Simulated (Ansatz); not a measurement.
NiO₂: from a trial structure to a relaxed crystal

The calculation used DFT r2SCAN, scalar-relativistic, plane waves, PAW (Ansatz 0.2.0). Cutoff 500 eV, Γ-centred k mesh, Gaussian smearing, no spin polarisation in the final step.

This is the end of a relaxation of cell and atoms.

```
CELL_PARAMETERS angstrom
0.00000 3.96708 3.96708
3.96708 0.00000 3.96708
3.96708 3.96708 0.00000
ATOMIC_POSITIONS crystal
Ni 0.50000 0.50000 0.50000
Ni 0.75000 0.75000 0.75000
O 0.62500 0.62500 0.62500
O 0.12500 0.62500 0.62500
O 0.62500 0.62500 0.12500
O 0.62500 0.12500 0.62500
```

Formation energies are uncorrected and refer to the elements' standard structures at the same level (O₂ as a molecule).

**Question.** What space group does it have?

**Answer.** Fd-3m (No. 227). Conventional cell: a = 7.934 Å. Around Ni lie 4 O at 1.72 Å; around O lie 2 Ni at 1.72 Å.

**Question.** How far does it lie from the elements in energy?

**Answer.** -0.19 eV/atom.

**Question.** Is it a metal?

**Answer.** Yes, bands cross the Fermi level on the 8×8×8 mesh.

The final run used a 8×8×8 mesh on its 6-atom cell and 0.10 eV smearing. For metals, differences of a few meV/atom aren't resolved. The cell came from a trial start, so NiO₂ may not exist in this structure.

Cost: 3 runs of about 12 core-minutes in all, on Arm Neoverse N1 (shared hosts).